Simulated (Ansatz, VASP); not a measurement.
**ZnSe: VASP beside Ansatz**

```xyz
2
Lattice="0.0000 2.8353 2.8353 2.8353 0.0000 2.8353 2.8353 2.8353 0.0000" Properties=species:S:1:pos:R:3 pbc="T T T"
Zn    0.0000    0.0000    0.0000
Se    4.2530    4.2530    4.2530
```

Alike in both runs: functional PBE; k mesh 8 × 8 × 8; no spin polarisation.

Ansatz relaxed the structure, and its values are those at the end. VASP's run is a single point on that final structure, the one shown.

|  | VASP | Ansatz |
| --- | --- | --- |
| version | VASP 6.6.1 | Ansatz 0.2.0 |
| potentials or method | VASP PAW PBE potentials, release 64 (Zn, Se) | scalar-relativistic, plane waves, PAW |
| plane-wave cutoff (eV) | 520 | 420 |
| occupations | gaussian, width 0.01 eV | fixed |
| valence electrons in the cell | 18 | 28 |

|  | VASP | Ansatz | Ansatz less VASP |
| --- | --- | --- | --- |
| gap on the k mesh at the Fermi level (eV) | 1.28 | 1.28 | -0.002 |
| least direct gap on the mesh (eV) | 1.28 | 1.28 | -0.002 |
| pressure (GPa) | 2.2 | 2.0 | -0.24 |

The two sets of potentials don't hold the same shells in valence.

As with any semilocal functional, this PBE gap is likely too small.
